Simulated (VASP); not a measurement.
# Al (Fm-3m) in VASP: notebook

One crystal, Al, is run at these levels: PBE; tasks: relaxation of cell and atoms, single point.

Program: VASP 6.6.1. These are calculated values, not measurements. Logs are shortened: lines on timing, memory, paths and dates and some standing lists are left out, and cuts for length are marked.

### 1 The structure

It takes space group Fm-3m (No. 225, cubic). Conventional cell: a = 4.050 Å, b = 4.050 Å, c = 4.050 Å, α = 90.00°, β = 90.00°, γ = 90.00°. Al (site symmetry m-3m) is surrounded by 12 Al at 2.86 Å.

### 2 Relaxation of cell and atoms, PBE

INCAR

```
PREC     = Accurate       # precision mode
ENCUT    = 520            # plane-wave cutoff, eV
EDIFF    = 1E-7           # SCF threshold, eV
ISMEAR   = 0              # smearing method
SIGMA    = 0.1            # smearing width, eV
LREAL    = False          # projectors in reciprocal space
LASPH    = True           # aspherical terms in the spheres
NELM     = 100            # most SCF steps
ALGO     = Normal         # electronic algorithm
ISIF     = 3              # what is computed and relaxed
LWAVE    = False          # write WAVECAR
LCHARG   = False          # write CHGCAR
GGA      = PE             # functional
IBRION   = 2              # ionic algorithm
NSW      = 80             # ionic steps
EDIFFG   = -0.002         # ionic threshold
```

KPOINTS

```
regular mesh
0
Gamma
  4 4 4
```

POSCAR

```
Al
1.0
    0.0000000000      2.0248050000      2.0248050000
    2.0248050000      0.0000000000      2.0248050000
    2.0248050000      2.0248050000      0.0000000000
Al
1
Direct
    0.0000000000      0.0000000000      0.0000000000
```

Potentials or basis: VASP PAW PBE potentials, release 64 (Al).

Command:

```
> cat potpaw_PBE.64/Al/POTCAR > POTCAR
> mpirun -np 1 vasp_std > vasp.out
```

OUTCAR:

```text
PREC = Accurate
   ENCUT = 520
   EDIFF = 1E-7
   ISMEAR = 0
   LREAL = False
   LASPH = True
   NELM = 100
   ISIF = 3
   GGA = PE
   IBRION = 2
   NSW = 80
   EDIFFG = -0.002

 ion  position               nearest neighbor table
   1  0.000  0.000  0.000-

  LATTYP: Found a face centered cubic cell.
 ALAT       =     4.0496100000

  Lattice vectors:

 A1 = (   0.0000000000,   2.0248050000,   2.0248050000)
 A2 = (   2.0248050000,   0.0000000000,   2.0248050000)
 A3 = (   2.0248050000,   2.0248050000,   0.0000000000)

Analysis of symmetry for initial positions (statically):
=====================================================================
 Subroutine PRICEL returns:
 Original cell was already a primitive cell.

 Routine SETGRP: Setting up the symmetry group for a
 face centered cubic supercell.

 Subroutine GETGRP returns: Found 48 space group operations
 (whereof 48 operations were pure point group operations)
 out of a pool of 48 trial point group operations.

The static configuration has the point symmetry O_h .

Analysis of symmetry for dynamics (positions and initial velocities):
=====================================================================
 Subroutine PRICEL returns:
 Original cell was already a primitive cell.

 Routine SETGRP: Setting up the symmetry group for a
 face centered cubic supercell.

 Subroutine GETGRP returns: Found 48 space group operations
 (whereof 48 operations were pure point group operations)
 out of a pool of 48 trial point group operations.

The dynamic configuration has the point symmetry O_h .

 Subroutine INISYM returns: Found 48 space group operations
 (whereof 48 operations are pure point group operations),
 and found     1 'primitive' translations

----------------------------------------------------------------------------------------

                                     Primitive cell

  volume of cell :      16.6027

  direct lattice vectors                    reciprocal lattice vectors
     0.000000000  2.024805000  2.024805000    -0.246937359  0.246937359  0.246937359
     2.024805000  0.000000000  2.024805000     0.246937359 -0.246937359  0.246937359
     2.024805000  2.024805000  0.000000000     0.246937359  0.246937359 -0.246937359

  length of vectors
     2.863506692  2.863506692  2.863506692     0.427708053  0.427708053  0.427708053

  position of ions in fractional coordinates (direct lattice)
[... 49 lines left out ...]
   NGXF,Y,Z  is equivalent  to a cutoff of  27.87, 27.87, 27.87 a.u.
 SYSTEM =  unknown system
   PREC   = accura    normal or accurate (medium, high low for compatibility)
   ISTART =      0    job   : 0-new  1-cont  2-samecut
   ICHARG =      2    charge: 1-file 2-atom 10-const
   ISPIN  =      1    spin polarized calculation?
   LNONCOLLINEAR =      F non collinear calculations
   LSORBIT =      F    spin-orbit coupling
   LASPH  =      T    aspherical Exc in radial PAW
   ENCUT  =  520.0 eV  38.22 Ry    6.18 a.u.   5.32  5.32  5.32*2*pi/ulx,y,z
   NELM   =    100;   NELMIN=  2; NELMDL= -5     # of ELM steps
   EDIFF  = 0.1E-06   stopping-criterion for ELM
   LREAL  =      F    real-space projection
   EDIFFG = -.2E-02   stopping-criterion for IOM
   NSW    =     80    number of steps for IOM
   IBRION =      2    ionic relax: 0-MD 1-quasi-New 2-CG
   NFREE  =      1    steps in history (QN), initial steepest desc. (CG)
   ISIF   =      3    stress and relaxation
   ISYM   =      2    0-nonsym 1-usesym 2-fastsym
   POTIM  = 0.5000    time-step for ionic-motion
   TEBEG  =    0.0;   TEEND  =   0.0 temperature during run
   PSTRESS=    0.0 pullay stress
   NELECT =       3.0000    total number of electrons
   NUPDOWN=      -1.0000    fix difference up-down
   EMIN   =  10.00;   EMAX   =-10.00  energy-range for DOS
   EFERMI =   0.00;   METHOD = LEGACY
   ISMEAR =     0;   SIGMA  =   0.10  broadening in eV -4-tet -1-fermi 0-gaus
   EFERMI_NEDOS =   21; number of points for ismear=-14 and -15
   IALGO  =     38    algorithm
   IMIX   =      4    mixing-type and parameters
     AMIX     =   0.40;   BMIX     =  1.00
     AMIX_MAG =   1.60;   BMIX_MAG =  1.00
  volume/ion in A,a.u.               =      16.60       112.04
  Fermi-wavevector in a.u.,A,eV,Ry     =   0.925526  1.748991 11.654733  0.856599
  Thomas-Fermi vector in A             =   2.051390
   LORBIT       =      0    0 simple, 1 ext, 2 COOP (PROOUT), +10 PAW based schemes
   GGA     = PE    functional components
   LHFCALC =     F    Hartree Fock is set to
   AEXX    =    0.0000 exact exchange contribution
   IVDW    =     0    specifies the selected vdW correction
   LEPSILON=     F    determine dielectric tensor
   LRPA    =     F    only Hartree local field effects (RPA)
 conjugate gradient relaxation of ions
 non-spin polarized calculation
 Gauss-broadening in eV      SIGMA  =   0.10
  energy-cutoff  :      520.00
  volume of cell :       16.60
 maximum number of plane-waves:       459
 NGX is ok and might be reduce to    24
   NGX = 11   NGY = 11   NGZ = 11

--------------------------------------- Ionic step        1  -------------------------------------------

 number of electron       3.0000000 magnetization

 Free energy of the ion-electron system (eV)
  ---------------------------------------------------
  ext. energy  EPLUGINS =         0.00000000
  ---------------------------------------------------
  free energy    TOTEN  =        -3.46035047 eV

  energy without entropy =       -3.44428000  energy(sigma->0) =       -3.45231524

------------------------ aborting loop because EDIFF is reached ----------------------------------------

  FORCE on cell =-STRESS in cart. coord.  units (eV):
  Direction    XX          YY          ZZ          XY          YZ          ZX
  --------------------------------------------------------------------------------------
  -------------------------------------------------------------------------------------
  Total        0.0243824      0.0243824      0.0243824      0.0000000      0.0000000      0.0000000
  in kB        2.3529203      2.3529203      2.3529203      0.0000000      0.0000000      0.0000000
  external PRESSURE =       2.3529203 kB  Pullay stress =       0.0000000 kB
[... 57 lines left out ...]
--------------------------------------- Ionic step        3  -------------------------------------------

 number of electron       3.0000000 magnetization

 Free energy of the ion-electron system (eV)
  ---------------------------------------------------
  ext. energy  EPLUGINS =         0.00000000
  ---------------------------------------------------
  free energy    TOTEN  =        -3.46038404 eV

  energy without entropy =       -3.44426901  energy(sigma->0) =       -3.45232652

 E-fermi :   7.2198     XC(G=0): -10.1606

 val. band max:        7.1596079112   @ k =   0.5000   0.2500   0.0000
 cond. band min:       8.0919647791   @ k =  -0.2500   0.5000   0.2500
 fundamental gap:      0.9323568679
 Fermi energy:         7.2197783391

 k-point     1 :       0.0000    0.0000    0.0000
  band No.  band energies     occupation
      1      -3.1620      2.00000
      2      20.4809      0.00000
      3      20.4809      0.00000
      4      20.4809      0.00000
      5      21.9037      0.00000
[... 82 lines left out ...]
  FREE ENERGIE OF THE ION-ELECTRON SYSTEM (eV)
  ---------------------------------------------------
  free  energy   TOTEN  =        -3.4603840379 eV

  energy  without entropy=       -3.4442690107  energy(sigma->0) =       -3.45232652

 reached required accuracy - stopping structural energy minimisation
```

CONTCAR:

```text
Al
   1.00000000000000
    -0.0000000000000000    2.0266925246696172    2.0266925246696172
     2.0266925246696172    0.0000000000000000    2.0266925246696172
     2.0266925246696172    2.0266925246696172   -0.0000000000000000
  Al
     1
Direct
     0.0000000000000000    0.0000000000000000    0.0000000000000000

  0.00000000E+00  0.00000000E+00  0.00000000E+00
```

Run time: 1.9 s. Hardware: 1 thread of Intel Xeon 6975P-C (Granite Rapids), shared host; peak memory 0.12 GiB.

Results:

```
Free energy                            : -3.4604 eV
Relaxed volume                         : 16.65 Å³/atom
Relaxed cell                           : a = 2.866 Å, b = 2.866 Å, c = 2.866 Å, α = 60.00°, β = 60.00°, γ = 60.00°
Space group after relaxing (to 0.05 Å) : Fm-3m (No. 225)
Energy gained by relaxing              : 0.0 meV/atom
Ionic steps                            : 3
Pressure after relaxing                : 0.0 GPa
Band gap on the k mesh                 : none (metal or under the smearing width)
```

Final structure:
```xyz
1
Lattice="0.0000 2.0267 2.0267 2.0267 0.0000 2.0267 2.0267 2.0267 0.0000" Properties=species:S:1:pos:R:3 pbc="T T T"
Al    0.0000    0.0000    0.0000
```

Levels at points of the mesh, in eV from the Fermi level:
```tsv
k point	band 1	band 2	band 3	band 4	band 5
(0.00, 0.00, 0.00)	-10.38	13.26	13.26	13.26	14.68
(0.50, 0.00, 0.00)	-3.87	-3.68	12.01	12.01	12.11
(0.50, 0.50, 0.00)	-2.21	-0.91	5.95	6.24	6.24
```

Caveat: the k mesh is coarse (spacing up to 0.67 Å⁻¹), so the values aren't converged.

### 3 Relaxation of cell and atoms, PBE

This run uses another cell than the first one, of 16.65 Å³/atom, 1.003 times its volume.

INCAR is that of step 2.

KPOINTS is that of step 2.

POSCAR

```
Al                                      
1.0
   -0.0000000000      2.0266925247      2.0266925247
    2.0266925247      0.0000000000      2.0266925247
    2.0266925247      2.0266925247     -0.0000000000
  Al            
     1
Direct
     0.0000000000000000    0.0000000000000000    0.0000000000000000
```

Potentials or basis: VASP PAW PBE potentials, release 64 (Al).

Command:

```
> cat potpaw_PBE.64/Al/POTCAR > POTCAR
> mpirun -np 1 vasp_std > vasp.out
```

Wall time 1.3 s (1 thread of Intel Xeon 6975P-C (Granite Rapids), shared host); peak memory 0.12 GiB.

Results (log left out):

| Item | Value |
| --- | --- |
| Free energy | -3.4604 eV |
| Pressure after relaxing | 0.0 GPa |
| Band gap on the k mesh | none (metal or under the smearing width) |

Final structure:
```
CELL_PARAMETERS angstrom
0.00000 2.02669 2.02669
2.02669 0.00000 2.02669
2.02669 2.02669 0.00000
ATOMIC_POSITIONS crystal
Al 0.00000 0.00000 0.00000
```

Levels at points of the mesh, in eV from the Fermi level:
| k point | band 1 | band 2 | band 3 | band 4 |
| --- | --- | --- | --- | --- |
| (0.00, 0.00, 0.00) | -10.38 | 13.26 | 13.26 | 13.26 |
| (0.50, 0.00, 0.00) | -3.87 | -3.68 | 12.01 | 12.01 |
| (0.50, 0.50, 0.00) | -2.21 | -0.91 | 5.95 | 6.24 |

Caveat: the k mesh is coarse (spacing up to 0.67 Å⁻¹), so the values aren't converged; the relaxation stopped at its first step, so nothing moved.

(Continued in part 2 of 2.)
